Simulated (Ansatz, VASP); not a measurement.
## Two plane-wave programs on Te

INCAR

```
PREC = Accurate ; ENCUT = 600
EDIFF = 1E-7 ; ISMEAR = -1
SIGMA = 0.1 ; LREAL = False
LASPH = True ; NELM = 60
ALGO = Normal ; ISIF = 3
LWAVE = False ; LCHARG = False
GGA = PS ; IBRION = 2
NSW = 80 ; EDIFFG = -0.01
```

The input KPOINTS:

```
Automatic mesh
0
Gamma
  10 10 10
```

File POSCAR:

```
Te
1.0
    3.1462212359      0.0000000000      0.0000000000
    0.0000000000      3.1462212359      0.0000000000
    0.0000000000      0.0000000000      3.1462212359
Te
1
Direct
    0.0000000000      0.0000000000      0.0000000000
```

Input for Ansatz:

```yaml
crystal:
  lattice:
    - [3.1462212359, 0.0, 0.0]
    - [0.0, 3.1462212359, 0.0]
    - [0.0, 0.0, 3.1462212359]
  atoms:
    - { symbol: Te, position: [0.0, 0.0, 0.0] }
hamiltonian:
  xc: pbesol
  pseudopotentials:
    kind: paw
    azcp:
      Te: "pseudopotentials/Te.paw.azcp"
basis:
  ecutwfc: 420
  fft_grid_basis: typed
kpoints:
  mp_grid: { grid: [10, 10, 10], shift: [0, 0, 0] }
magnetization:
  spin_polarized: false
scf:
  occupations: { method: fermi_dirac, width: 0.1 }
relax:
  max_steps: 60
  f_tol: 0.01
  cell: {}
```

The cell was built by a generator and needn't be a form met in nature.

Alike in both runs: task relaxation of cell and atoms; functional PBEsol; k mesh 10 × 10 × 10; occupations fermi-dirac, width 0.1 eV; no spin polarisation.

|  | VASP | Ansatz |
| --- | --- | --- |
| version | VASP 6.6.1 | Ansatz 0.2.0 |
| potentials or method | VASP PAW PBE potentials, release 64 (Te) | plane waves (420 eV) with PAW, scalar-relativistic |
| plane-wave cutoff (eV) | 600 | 420 |
| valence electrons in the cell | 6 | 16 |

Ansatz gave:

* relaxed volume (Å³/atom): 31.28
* relaxed cell length with the largest relative difference (Å): 3.151

**Question.** Estimate VASP's values.

**Answer.** Relaxed volume (Å³/atom): 31.30; relaxed cell length with the largest relative difference (Å): 3.152.

The two sets of potentials don't hold the same shells in valence. Ansatz warned: «pseudo_functional_mismatch».

Caveats: the PAW data sets were made with another functional, which shifts forces and pressure a little (VASP). Spin-orbit coupling is left out, which matters for the levels of Te.
